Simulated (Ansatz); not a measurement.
NbC, DFT, PBE, all-electron PAW with datasets made for the crystal, scalar-relativistic (Ansatz 0.2.0), run on 1 thread of Intel(R) Xeon(R) Platinum 8375C CPU @ 2.90GHz (Ice Lake) on a shared host.

The geometry is COD entry 1011323, unchecked; take it as a test cell. It is an old determination, and later ones may differ. The listed cell was then made from it by scaling, straining or moving an atom.

Command: `ansatz run input.yaml --threads 1 --pin off --max-ram 3072MiB --backend cpu --events-out ev --progress --plain --runs-dir out`

```yaml
crystal:
  lattice:
    - [0.0, 2.222, 2.2]
    - [2.222, 0.0, 2.2]
    - [2.222, 2.222, 0.0]
  atoms:
    - { symbol: Nb, position: [0.0, 0.0, 0.0] }
    - { symbol: C, position: [0.5, 0.5, 0.5] }
kpoints:
  mp_grid: { grid: [14, 14, 14] }
scf:
  occupations: { method: fermi_dirac, width: 0.08 }
hamiltonian:
  xc: pbe
  pseudopotentials: { kind: all_electron, datasets: crystal }
output:
  forces: true
  stress: true
  eigenvalues: true
  efg: { contact_densities: true }
```

How large is the problem that the program sets up?

244 irreducible k-points, 323 plane waves at Γ, 15 bands.

Estimate the wall time and the peak memory.

22 s of wall time for 9 SCF iterations, with a peak of 0.64 GiB. Times on shared machines scatter by tens of per cent.

And the same cell and mesh by frozen-core PAW, asked for forces, stress, eigenvalues, efg, write_density, write_potential, elf, on the same hardware?

6.5 s, peak memory 0.44 GiB.
